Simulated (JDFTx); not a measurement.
The system is Rh.

```
CELL_PARAMETERS angstrom
0.00000 1.89785 1.89785
1.89785 0.00000 1.89785
1.89785 1.89785 0.00000
ATOMIC_POSITIONS crystal
Rh 0.00000 0.00000 0.00000
```

A run of JDFTx 1.7.0 (patched build) on this cell left the log below. Logs are shortened: lines on timing, memory, paths and dates and some standing lists are left out, and cuts for length are marked.

```text
*************** JDFTx 1.7.0 (patched build) ***************

[... 9 lines left out ...]
---------- Initializing the Grid ----------
R =
[            0      3.58642      3.58642  ]
[      3.58642            0      3.58642  ]
[      3.58642      3.58642            0  ]
unit cell volume = 92.2597
G =
[   -0.87597    0.87597    0.87597  ]
[    0.87597   -0.87597    0.87597  ]
[    0.87597    0.87597   -0.87597  ]
Minimum fftbox size, Smin = [  32  32  32  ]
Chosen fftbox size, S = [  32  32  32  ]

---------- Exchange Correlation functional ----------
Initalized PBE GGA exchange.
Initalized PBE GGA correlation.

---------- Setting up pseudopotentials ----------
Width of ionic core gaussian charges (only for fluid interactions / plotting) set to 0

Reading pseudopotential file 'pseudo/Rh.upf':
  'Rh' pseudopotential, 'PBE' functional
  Generated using ONCVPSP code by D. R. Hamann
  17 valence electrons, 4 orbitals, 6 projectors, 1001 radial grid points, with lMax = 2
    4S    l: 0   occupation:  2.0   eigenvalue: -3.031635
    4P    l: 1   occupation:  6.0   eigenvalue: -1.852936
    4D    l: 2   occupation:  8.0   eigenvalue: -0.218303
    5S    l: 0   occupation:  1.0   eigenvalue: -0.158036
  Core radius for overlap checks: 1.34 bohrs.

Initialized 1 species with 1 total atoms.

Folded 1 k-points by 12x12x12 to 1728 k-points.

---------- Setting up k-points, bands, fillings ----------
Reduced to 72 k-points under symmetry.
Computing the number of bands and number of electrons
Calculating initial fillings.
nElectrons:  17.000000   nBands: 14   nStates: 72

----- Setting up reduced wavefunction bases (one per k-point) -----
average nbasis = 1285.711 , ideal nbasis = 1286.131

---------- Setting up ewald sum ----------
Optimum gaussian width for ewald sums = 1.828365 bohr.
Real space sum over 2197 unit cells with max indices [  6  6  6  ]
Reciprocal space sum over 2197 terms with max indices [  6  6  6  ]

---------- Allocating electronic variables ----------
Initializing wave functions:  linear combination of atomic orbitals
Note: number of bands (14) exceeds available atomic orbitals (10)
Rh pseudo-atom occupations:   s ( 2 0 )  p ( 6 )  d ( 9 )
	FillingsUpdate:  mu: +0.725334335  nElectrons: 17.000000
LCAOMinimize: Iter:   0  F: -110.7987473590455920  |grad|_K:  5.384e-03  alpha:  1.000e+00
	FillingsUpdate:  mu: +0.840159875  nElectrons: 17.000000
LCAOMinimize: Iter:   1  F: -110.9133186182001651  |grad|_K:  1.417e-04  alpha:  5.130e-01  linmin: -2.887e-01  cgtest:  8.942e-01
LCAOMinimize: Encountered beta<0, resetting CG.
[... 7 lines of inner loops ...]
	FillingsUpdate:  mu: +0.843017427  nElectrons: 17.000000
LCAOMinimize: Iter:   5  F: -110.9133918130170002  |grad|_K:  3.258e-09  alpha:  9.041e-01  linmin: -2.299e-01  cgtest:  4.419e-01
LCAOMinimize: Encountered beta<0, resetting CG.
LCAOMinimize: Converged (|Delta F|<1.000000e-06 for 2 iters).

-------- Electronic minimization -----------
Will mix electronic density at each iteration.
	FillingsUpdate:  mu: +0.843017427  nElectrons: 17.000000
	FillingsUpdate:  mu: +0.841162331  nElectrons: 17.000000
SCF: Cycle:  0   F: -110.928788362096057   dF: -1.540e-02   |Residual|: 1.977e-02   |deigs|: 1.024e+00
	FillingsUpdate:  mu: +0.839924488  nElectrons: 17.000000
SCF: Cycle:  1   F: -110.928910240425949   dF: -1.219e-04   |Residual|: 1.046e-02   |deigs|: 9.151e-03
	FillingsUpdate:  mu: +0.839464427  nElectrons: 17.000000
SCF: Cycle:  2   F: -110.928916175964417   dF: -5.936e-06   |Residual|: 1.139e-03   |deigs|: 1.050e-03
	FillingsUpdate:  mu: +0.839369892  nElectrons: 17.000000
SCF: Cycle:  3   F: -110.928916903477258   dF: -7.275e-07   |Residual|: 6.249e-04   |deigs|: 2.959e-04
	FillingsUpdate:  mu: +0.839354235  nElectrons: 17.000000
SCF: Cycle:  4   F: -110.928917001937009   dF: -9.846e-08   |Residual|: 1.392e-04   |deigs|: 1.526e-04
	FillingsUpdate:  mu: +0.839364109  nElectrons: 17.000000
SCF: Cycle:  5   F: -110.928917022682342   dF: -2.075e-08   |Residual|: 3.457e-05   |deigs|: 1.040e-04
	FillingsUpdate:  mu: +0.839370901  nElectrons: 17.000000
SCF: Cycle:  6   F: -110.928917026840963   dF: -4.159e-09   |Residual|: 2.630e-05   |deigs|: 8.838e-05
	FillingsUpdate:  mu: +0.839369617  nElectrons: 17.000000
SCF: Cycle:  7   F: -110.928917027986628   dF: -1.146e-09   |Residual|: 1.333e-05   |deigs|: 8.791e-05
SCF: Converged (|Delta E|<1.000000e-08 for 2 iters).

Setting wave functions to eigenvectors of Hamiltonian
Converging empty states (this may take a while): |deigs|: 4.171e-04

# Stress tensor in Cartesian coordinates [Eh/a0^3]:
[ -0.000260689            0            0  ]
[            0 -0.000260689            0  ]
[            0            0 -0.000260689  ]

# Ionic positions in lattice coordinates:
ion Rh   0.000000000000000   0.000000000000000   0.000000000000000 1

# Forces in Cartesian coordinates:
force Rh   0.000000000000000   0.000000000000000  -0.000000000000000 1

# Energy components:
   Eewald =      -92.3641367413328851
       EH =       18.8074956870401273
     Eloc =      -70.7479045148778454
      Enl =        7.1547037049196511
      Exc =      -18.9264055817310606
 Exc_core =        6.3598244659348060
       KE =       38.7878124079811073
-------------------------------------
     Etot =     -110.9286105720661055
       TS =        0.0003064559205194
-------------------------------------
        F =     -110.9289170279866283

IonicMinimize: Iter:   0  F: -110.928917027986628  |grad|_K:  0.000e+00
IonicMinimize: Converged (|grad|_K<1.000000e-04).

#--- Lowdin population analysis ---
# oxidation-state Rh +0.097

Dumping 'run.eigStats' ...
	eMin: -2.062257 at state 0 ( [ +0.000000 +0.000000 +0.000000 ] spin 0 )
	HOMO: +0.836364 at state 38 ( [ +0.000000 +0.333333 -0.333333 ] spin 0 )
	mu  : +0.839365
	LUMO: +0.840516 at state 20 ( [ +0.000000 +0.166667 +0.333333 ] spin 0 )
	eMax: +1.793468 at state 71 ( [ +0.250000 +0.500000 -0.250000 ] spin 0 )
	HOMO-LUMO gap: +0.004152
	Optical gap  : +0.006943 at state 20 ( [ +0.000000 +0.166667 +0.333333 ] spin 0 )
Done!
[note: the HOMO, LUMO and gaps printed at the end count levels as full or empty at half filling, so they show a gap where a level is partly filled]
```

Problem. What input gives this log?

Solution. Single point with PBE, no spin polarisation. The files as run (others can give the same):

Rh.in
```
lattice \
    0.0000000000     3.5864167256     3.5864167256 \
    3.5864167256     0.0000000000     3.5864167256 \
    3.5864167256     3.5864167256     0.0000000000
coords-type Lattice
ion Rh     0.0000000000     0.0000000000     0.0000000000 1

ion-species pseudo/Rh.upf
elec-cutoff 44
elec-ex-corr gga-PBE
kpoint-folding 12 12 12
elec-smearing Fermi 0.0018374661
elec-n-bands 14
electronic-SCF nIterations 100 energyDiffThreshold 1e-08
electronic-minimize nIterations 30 energyDiffThreshold 1e-7
converge-empty-states yes
forces-output-coords Cartesian

dump-name run.$VAR
dump End Ecomponents EigStats BandEigs Kpoints Forces Stress
```

Potentials or basis: PseudoDojo-SR-PBE-0.5-standard.
Command:
```console
$ jdftx -c 1 -i Rh.in -o Rh.out
```
